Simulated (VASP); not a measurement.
# Input and output of a VASP PBEsol single-point calculation on MgH2 (fluorite)

INCAR

```
ENCUT = 520
GGA = PS
PREC = Accurate
ISMEAR = -1
LCHARG = .FALSE.
EDIFF = 1E-7
NSW = 0
ISIF = 2
LASPH = .TRUE.
IBRION = -1
LREAL = .FALSE.
NBANDS = 9
LWAVE = .FALSE.
NELM = 120
SIGMA = 0.02
```

KPOINTS

```
KPOINTS created by Atomic Simulation Environment
0
Gamma
10 10 10
0 0 0
```

KPOINTS_OPT

```
special points
6
Reciprocal
0.0000000000 0.0000000000 0.0000000000 1
0.5000000000 0.0000000000 0.5000000000 1
0.5000000000 0.2500000000 0.7500000000 1
0.3750000000 0.3750000000 0.7500000000 1
0.5000000000 0.5000000000 0.5000000000 1
0.6250000000 0.2500000000 0.6250000000 1
```

POSCAR

```
Mg H
 1.0000000000000000
    -0.0000000000000000    2.3649613291016132    2.3649613291016132
     2.3649613291016132   -0.0000000000000000    2.3649613291016132
     2.3649613291016132    2.3649613291016132   -0.0000000000000000
 Mg  H
   1   2
Cartesian
 -0.0000000000000000  0.0000000000000000  0.0000000000000000
  1.1824806645508066  1.1824806645508066  1.1824806645508066
  3.5474419936524195  3.5474419936524200  3.5474419936524200
```

VASP ran with the recommended PBE PAW datasets (4 valence electrons in the cell).

Command

```
mpirun -np 1 vasp_std
```

From OUTCAR

```
k-points           NKPTS =     47   k-points in BZ     NKDIM =     47   number of bands    NBANDS=      9

   NELECT =       4.0000    total number of electrons

   dimension x,y,z NGX =    28 NGY =   28 NGZ =   28
   dimension x,y,z NGXF=    56 NGYF=   56 NGZF=   56

  energy-cutoff  :      520.00
  volume of cell :       26.45
      direct lattice vectors                 reciprocal lattice vectors
     0.000000000  2.364961329  2.364961329    -0.211419947  0.211419947  0.211419947
     2.364961329  0.000000000  2.364961329     0.211419947 -0.211419947  0.211419947
     2.364961329  2.364961329  0.000000000     0.211419947  0.211419947 -0.211419947

 k-points in reciprocal lattice and weights: KPOINTS created by Atomic Simulation Env
   0.00000000  0.00000000  0.00000000       0.001
   0.10000000  0.00000000  0.00000000       0.008
   0.20000000  0.00000000  0.00000000       0.008
   0.30000000  0.00000000  0.00000000       0.008
   0.40000000  0.00000000  0.00000000       0.008
   0.50000000  0.00000000  0.00000000       0.004
   0.10000000  0.10000000  0.00000000       0.006
   0.20000000  0.10000000  0.00000000       0.024
   ...

 E-fermi :   2.9818

 k-point     1 :       0.0000    0.0000    0.0000
  band No.  band energies     occupation
      1      -7.1084      2.00000
      2       4.1282      0.00000
      3      12.3155      0.00000
      4      12.3155      0.00000
      5      12.3155      0.00000
      6      14.9558      0.00000
      7      14.9558      0.00000
      8      14.9558      0.00000
      9      15.8031      0.00000

 k-point     2 :       0.1000    0.0000    0.0000
  band No.  band energies     occupation
      1      -6.9221      2.00000
      2       3.6857      0.00000
      3      11.4547      0.00000
      4      12.0547      0.00000
      5      12.0547      0.00000
      6      14.9743      0.00000
      7      15.5371      0.00000
      8      15.5371      0.00000
      9      16.0799      0.00000

 k-point     3 :       0.2000    0.0000    0.0000
  band No.  band energies     occupation
      1      -6.3683      2.00000
      2       2.4764      2.00000
      3      10.3635      0.00000
      4      11.6692      0.00000
      5      11.6692      0.00000
      6      13.5414      0.00000
      7      15.4597      0.00000
      8      15.4597      0.00000
      9      17.1441      0.00000

 k-point     4 :       0.3000    0.0000    0.0000
  band No.  band energies     occupation
      1      -5.4620      2.00000
      2       0.8074      2.00000
      3       9.7569      0.00000
      4      11.4915      0.00000
      5      11.4915      0.00000
      6      12.1379      0.00000
      7      14.0142      0.00000
      8      14.0142      0.00000
      9      19.0155      0.00000

 k-point     5 :       0.4000    0.0000    0.0000
  band No.  band energies     occupation
      1      -4.2309      2.00000
      2      -0.9971      2.00000
      3       9.6441      0.00000
      4      11.0171      0.00000
      5      11.6112      0.00000
      6      11.6112      0.00000
      7      12.8777      0.00000
      8      12.8777      0.00000
      9      21.2247      0.00000

 k-point     6 :       0.5000    0.0000    0.0000
  band No.  band energies     occupation
      1      -2.7534      2.00000
      2      -2.6832      2.00000
      3       9.7882      0.00000
      4      10.4593      0.00000
      5      11.9679      0.00000
      6      11.9679      0.00000
      7      12.1790      0.00000
      8      12.1790      0.00000
      9      22.7985      0.00000

 k-point     7 :       0.1000    0.1000    0.0000
  band No.  band energies     occupation
      1      -6.8605      2.00000
      2       3.6000      0.00000
      3      11.1728      0.00000
      4      11.1728      0.00000
      5      13.3495      0.00000
      6      13.9105      0.00000
      7      14.3544      0.00000
      8      16.5191      0.00000
      9      16.5191      0.00000

 k-point     8 :       0.2000    0.1000    0.0000
  band No.  band energies     occupation
      1      -6.4306      2.00000
      2       2.7749      1.99994
      3      10.1073      0.00000
      4      10.5170      0.00000
      5      12.2159      0.00000
      6      13.8369      0.00000
      7      14.5667      0.00000
      8      16.6321      0.00000
      9      17.4667      0.00000

 k-point     9 :       0.3000    0.1000    0.0000
  band No.  band energies     occupation
      1      -5.6450      2.00000
      2       1.3673      2.00000
      3       9.1825      0.00000
      4      10.1682      0.00000
      5      10.6796      0.00000
      6      13.9243      0.00000
      7      14.9640      0.00000
      8      16.1915      0.00000
      9      16.2657      0.00000

 k-point    10 :       0.4000    0.1000    0.0000
  band No.  band energies     occupation
      1      -4.5285      2.00000
      2      -0.3301      2.00000
      3       8.7292      0.00000
      4       9.5325      0.00000
      5      10.1504      0.00000
      6      13.7913      0.00000
      7      14.1334      0.00000
      8      14.9517      0.00000
      9      18.1960      0.00000

 k-point    11 :       0.5000    0.1000    0.0000
  band No.  band energies     occupation
      1      -3.1239      2.00000
      2      -2.0475      2.00000
      3       8.3456      0.00000
      4       9.2188      0.00000
      5      10.4740      0.00000
      6      12.8380      0.00000
      7      14.0337      0.00000
      8      14.5753      0.00000
      9      20.4300      0.00000

 k-point    12 :      -0.4000    0.1000    0.0000
  band No.  band energies     occupation
      1      -3.6155      2.00000
      2      -1.4992      2.00000
      3       7.9984      0.00000
      4       9.7593      0.00000
      5      11.1458      0.00000
      6      12.1895      0.00000
      7      13.4438      0.00000
      8      15.3105      0.00000
      9      20.7452      0.00000

 k-point    13 :      -0.3000    0.1000    0.0000
  band No.  band energies     occupation
      1      -4.9330      2.00000
      2       0.2191      2.00000
      3       8.0910      0.00000
      4      10.7612      0.00000
      5      11.8387      0.00000
      6      12.1704      0.00000
      7      13.1561      0.00000
      8      16.3275      0.00000
      9      18.4128      0.00000

 k-point    14 :      -0.2000    0.1000    0.0000
  band No.  band energies     occupation
      1      -5.9440      2.00000
      2       1.8259      2.00000
      3       8.7707      0.00000
      4      11.7021      0.00000
      5      12.1348      0.00000
      6      13.0753      0.00000
      7      13.5440      0.00000
      8      16.5084      0.00000
      9      17.1944      0.00000

 k-point    15 :      -0.1000    0.1000    0.0000
  band No.  band energies     occupation
      1      -6.6138      2.00000
      2       3.0531      0.05501
      3      10.0845      0.00000
      4      11.7267      0.00000
      5      12.8408      0.00000
      6      13.7019      0.00000
      7      15.0627      0.00000
      8      15.6630      0.00000
      9      16.2863      0.00000

 k-point    16 :       0.2000    0.2000    0.0000
  band No.  band energies     occupation
      1      -6.1297      2.00000
      2       2.5450      2.00000
      3       9.6859      0.00000
      4       9.6859      0.00000
      5      10.1769      0.00000
      6      13.0279      0.00000
      7      15.9115      0.00000
      8      17.9830      0.00000
      9      19.0928      0.00000

 k-point    17 :       0.3000    0.2000    0.0000
  band No.  band energies     occupation
      1      -5.4770      2.00000
      2       1.7051      2.00000
      3       8.3747      0.00000
      4       8.9218      0.00000
      5       9.1927      0.00000
      6      13.2965      0.00000
      7      16.9685      0.00000
      8      17.3139      0.00000
      9      18.6516      0.00000

 k-point    18 :       0.4000    0.2000    0.0000
  band No.  band energies     occupation
      1      -4.4992      2.00000
      2       0.3760      2.00000
      3       7.0591      0.00000
      4       8.2197      0.00000
      5       9.0429      0.00000
      6      14.6661      0.00000
      7      16.1089      0.00000
      8      17.3706      0.00000
      9      17.6099      0.00000

 k-point    19 :       0.5000    0.2000    0.0000
  band No.  band energies     occupation
      1      -3.2468      2.00000
      2      -1.1817      2.00000
      3       6.1706      0.00000
      4       8.0675      0.00000
      5       9.2394      0.00000
      6      14.7801      0.00000
      7      16.3428      0.00000
      8      16.6464      0.00000
      9      18.4915      0.00000

 ...

  Total       -0.0712833     -0.0712833     -0.0712833      0.0000000      0.0000000      0.0000000
  in kB       -4.3171402     -4.3171402     -4.3171402      0.0000000      0.0000000      0.0000000
  external PRESSURE =      -4.3171402 kB  Pullay stress =       0.0000000 kB

 POSITION                                       TOTAL-FORCE (eV/Angst)
 -----------------------------------------------------------------------------------
      0.00000      0.00000      0.00000         0.000000      0.000000      0.000000
      1.18248      1.18248      1.18248         0.000000      0.000000      0.000000
      3.54744      3.54744      3.54744        -0.000000     -0.000000     -0.000000
 -----------------------------------------------------------------------------------
    total drift:                                0.000000      0.000000      0.000000

  FREE ENERGIE OF THE ION-ELECTRON SYSTEM (eV)
  ---------------------------------------------------
  free  energy   TOTEN  =        -8.5973529065 eV

  energy  without entropy=       -8.5964419212  energy(sigma->0) =       -8.59689741
```

* gap between bands v and c: -1.63 eV (bands overlap: a metal)
* least direct gap: 1.77 eV
* pressure: -0.4 GPa

Band v is the last that the valence electrons fill when counted band by band, and c is the next.

The run took about 13 s on one core of a shared host (Intel Xeon Platinum 8488C) and held 0.16 GiB at most.
